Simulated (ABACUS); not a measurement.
# MgO (Fm-3m) in ABACUS: reference runs, part 2 of 2

ABACUS 3.10.1. Earlier steps stand in the parts before.

### Step 3. Single point, PBE (atoms moved at random, drawn with an rms of 0.05 Å)

INPUT

```
INPUT_PARAMETERS
suffix              MgO
calculation         scf
basis_type          pw
pseudo_dir          ./
symmetry            1
dft_functional      pbe
ecutwfc             84
pseudo_rcut         10
nspin               1
nbands              12
ks_solver           dav
smearing_method     fd
smearing_sigma      0.00367493
scf_thr             1e-08
scf_nmax            100
mixing_type         broyden
mixing_beta         0.7
cal_force           1
cal_stress          1
out_chg             1
out_pot             2
out_elf             1
```

STRU

```
ATOMIC_SPECIES
Mg 24.3050 Mg.upf
O 15.9990 O.upf

LATTICE_CONSTANT
1.8897261246

LATTICE_VECTORS
0.0000000000 2.0970013927 2.0970013927
2.0970013927 0.0000000000 2.0970013927
2.0970013927 2.0970013927 0.0000000000

ATOMIC_POSITIONS
Direct

Mg
0.0
1
-0.0164450000 0.0205070000 -0.0158170000 1 1 1

O
0.0
1
0.5022520000 0.4969790000 0.5069060000 1 1 1
```

KPT

```
K_POINTS
0
Gamma
11 11 11 0 0 0
```

Potentials or basis: PseudoDojo NC SR 0.4.1 PBE standard, plane waves.

Run with:

```bash
$ OMP_NUM_THREADS=1 mpirun -np 4 abacus > log
```

running log:

```text
ABACUS v3.10.1

               Atomic-orbital Based Ab-initio Computation at UStc

 ------------------------------------------------------------------------------------

 READING GENERAL INFORMATION
                           global_out_dir = OUT.MgO/
                           global_in_card = INPUT
                               pseudo_dir = ./
                              orbital_dir =
                                    DSIZE = 4
                                    GSIZE = 1

 READING UNITCELL INFORMATION
                                    ntype = 2
                  lattice constant (Bohr) = 1.88973
              lattice constant (Angstrom) = 1

 READING ATOM TYPE 1
                               atom label = Mg
                      L=0, number of zeta = 1
                      L=1, number of zeta = 1
                      L=2, number of zeta = 1
             number of atom for this type = 1

 READING ATOM TYPE 2
                               atom label = O
                      L=0, number of zeta = 1
                      L=1, number of zeta = 1
                      L=2, number of zeta = 1
             number of atom for this type = 1

                        TOTAL ATOM NUMBER = 2
DIRECT COORDINATES
    atom                   x                   y                   z     mag                  vx                  vy                  vz
taud_Mg1            0.9835550000        0.0205070000        0.9841830000  0.0000        0.0000000000        0.0000000000        0.0000000000
taud_O1            0.5022520000        0.4969790000        0.5069060000  0.0000        0.0000000000        0.0000000000        0.0000000000

                          Volume (Bohr^3) = 124.458
                             Volume (A^3) = 18.4427

 Lattice vectors: (Cartesian coordinate: in unit of a_0)
                   +0              +2.097              +2.097
               +2.097                  +0              +2.097
               +2.097              +2.097                  +0
 Reciprocal vectors: (Cartesian coordinate: in unit of 2 pi/a_0)
            -0.238436           +0.238436           +0.238436
            +0.238436           -0.238436           +0.238436
            +0.238436           +0.238436           -0.238436
 The esolver type has been set to : ksdft_pw

                PAO radial cut off (Bohr) = 10

 Read in pseudopotential file is Mg.upf
                     pseudopotential type = NC
          exchange-correlation functional = PBE
                 nonlocal core correction = 0
                        valence electrons = 10
                                     lmax = 1
                           number of zeta = 3
                     number of projectors = 4
                           L of projector = 0
                           L of projector = 0
                           L of projector = 1
                           L of projector = 1
                PAO radial cut off (Bohr) = 10

 Read in pseudopotential file is O.upf
                     pseudopotential type = NC
          exchange-correlation functional = PBE
                 nonlocal core correction = 1
                        valence electrons = 6
                                     lmax = 2
                           number of zeta = 2
                     number of projectors = 5
                           L of projector = 0
                           L of projector = 0
                           L of projector = 1
                           L of projector = 1
                           L of projector = 2
     initial pseudo atomic orbital number = 9

 SETUP THE ELECTRONS NUMBER
            electron number of element Mg = 10
      total electron number of element Mg = 10
             electron number of element O = 6
       total electron number of element O = 6
            AUTOSET number of electrons:  = 16
                           occupied bands = 8
                                   NBANDS = 12
                                   NLOCAL = 18

[... 126 lines left out ...]
[... K-POINTS DIRECT COORDINATES: 666 rows ...]

 SETUP PLANE WAVES FOR WAVE FUNCTIONS
     energy cutoff for wavefunc (unit:Ry) = 84
              fft grid for wave functions = [ 36, 36, 36 ]
                    number of plane waves = 2277
                         number of sticks = 235

 PARALLEL PW FOR WAVE FUNCTIONS
     PROC   COLUMNS(POT)             PW
        1             59            569
        2             59            569
        3             59            570
        4             58            569
 --------------- sum -------------------
        4            235           2277

 SETUP NONLOCAL PSEUDOPOTENTIALS IN PLANE WAVE BASIS
 Mg non-local projectors:
 projector 1 L=0
 projector 2 L=0
 projector 3 L=1
 projector 4 L=1
 O non-local projectors:
 projector 1 L=0
 projector 2 L=0
 projector 3 L=1
 projector 4 L=1
 projector 5 L=2
      TOTAL NUMBER OF NONLOCAL PROJECTORS = 21

 Init Non-Local PseudoPotential table :
 Init Non-Local-Pseudopotential done.

                                     npwx = 413

 Make real space PAO into reciprocal space.
       max mesh points in Pseudopotential = 1001
     dq(describe PAO in reciprocal space) = 0.01
                                    max q = 1104

 number of pseudo atomic orbitals for Mg is 3
WARNING: norm of atomic wavefunction # 3 of atomic type Mg is 0.9998, renormalized

 number of pseudo atomic orbitals for O is 2

 -------------------------------------------
 SELF-CONSISTENT
 -------------------------------------------
                                 init_chg = atomic

 PW ALGORITHM --------------- ION=   1  ELEC=   1--------------------------------

 Density error is 0.387141935866
                          Error Threshold = 0.01
----------------------------------------------------------
     Energy           Rydberg                 eV
----------------------------------------------------------
 E_KohnSham     -151.9522023137      -2067.4157751154
 E_Harris       -151.1061235219      -2055.9042825903
 E_Fermi        0.8138488023         11.0729810215
----------------------------------------------------------
[... 63 lines left out ...]
 Density error is 2.80991270861e-09
                          Error Threshold = 2.66981198886e-10
----------------------------------------------------------
     Energy           Rydberg                 eV
----------------------------------------------------------
 E_KohnSham     -152.0997229420      -2069.4228962325
 E_KS(sigma->0) -152.0997229420      -2069.4228962325
 E_Harris       -152.0995757044      -2069.4208929628
 E_band         -21.4323911104       -291.6026408659
 E_one_elec     -73.8358602042       -1004.5884155091
 E_Hartree      41.3679010638        562.8391687678
 E_xc           -24.5124486147       -333.5089730925
 E_Ewald        -95.1193151868       -1294.1646763988
 E_entropy(-TS) 0.0000000000         0.0000000000
 E_descf        0.0000000000         0.0000000000
 E_exx          0.0000000000         0.0000000000
 E_Fermi        0.7540745413         10.2597104787
----------------------------------------------------------

 charge density convergence is achieved
 final etot is -2069.4228962 eV
 EFERMI = 10.259710479 eV
The vacuum level is 6.9302857354 eV

 STATE ENERGY(eV) AND OCCUPATIONS    NSPIN == 1
 1/666 kpoint (Cartesian) = 0.0000 0.0000 0.0000 (405 pws)
       1       -64.0899     0.00150263
       2       -30.8446     0.00150263
       3       -30.8444     0.00150263
       4       -30.8438     0.00150263
       5       -9.04273     0.00150263
       6        8.19533     0.00150263
       7        8.20559     0.00150263
       8        8.20574     0.00150263
       9        13.0979    3.34431e-28
      10        24.2604        0.00000
      11        24.2786        0.00000
      12        24.2802        0.00000
[... 57 lines left out ...]
 6/666 kpoint (Cartesian) = -0.10838 0.10838 0.10838 (394 pws)
       1       -64.0808     0.00300526
       2       -30.9325     0.00300526
       3       -30.8536     0.00300526
       4       -30.8531     0.00300526
       5       -7.72616     0.00300526
       6        3.64511     0.00300526
       7        7.56961     0.00300526
       8        7.57357     0.00300526
       9        16.2213    4.96289e-55
      10        20.8900        0.00000
      11        24.7159        0.00000
      12        24.7512        0.00000

[... levels at 660 further k points ...]

------------------------------------------------------------------------------------------
 TOTAL-FORCE (eV/Angstrom)
------------------------------------------------------------------------------------------
                       Mg1        -0.0089069797         0.5330936588        -0.0568659875
                        O1         0.0089069797        -0.5330936588         0.0568659875
------------------------------------------------------------------------------------------

----------------------------------------------------------------
 TOTAL-STRESS (KBAR)
----------------------------------------------------------------
        65.4482277262         0.0962804572        -0.0080338579
         0.0962804572        94.3591671044         0.5999810834
        -0.0080338578         0.5999810834        65.8250760995
----------------------------------------------------------------
 TOTAL-PRESSURE: 75.210824 KBAR

 --------------------------------------------
 !FINAL_ETOT_IS -2069.4228962325332759 eV
 --------------------------------------------
```

Wall time 51 s (4 MPI ranks of Intel Xeon 6975P-C (Granite Rapids), shared host); peak memory 0.44 GiB.

What came out:

```yaml
Free_energy: -2069.4229 eV
Pressure: 7.5 GPa
Largest_force: 0.536 eV/Å
Band_gap_on_the_k_mesh: 4.89 eV, direct
```

Forces on the atoms (eV/Å):
```
Mg  -0.009  0.533 -0.057
O    0.009 -0.533  0.057
```

Stress tensor (GPa, compression positive):
```
6.54 0.01 0.00
0.01 9.44 0.06
0.00 0.06 6.58
```

Levels at points of the mesh, in eV from the valence-band top:
| k point | band 4 | band 5 | band 6 | band 7 | band 8 | band 9 | band 10 | band 11 |
| --- | --- | --- | --- | --- | --- | --- | --- | --- |
| (0.00, 0.00, 0.00) | -39.05 | -17.25 | -0.01 | 0.00 | 0.00 | 4.89 | 16.05 | 16.07 |

### Step 4. Against experiment

Step 2. Against the measured gap of MgO, 7.83 eV (quoted in “Electronic structure of alkaline earth and post-transition metal oxides”, 2009, arxiv:0908.1581), the calculated 4.89 eV is off by -2.94 eV. The value is that of PBE, without temperature or zero-point motion. Semilocal functionals fall short of measured gaps as a rule. The cell is a database's relaxed one, not the measured one, which moves gaps too.
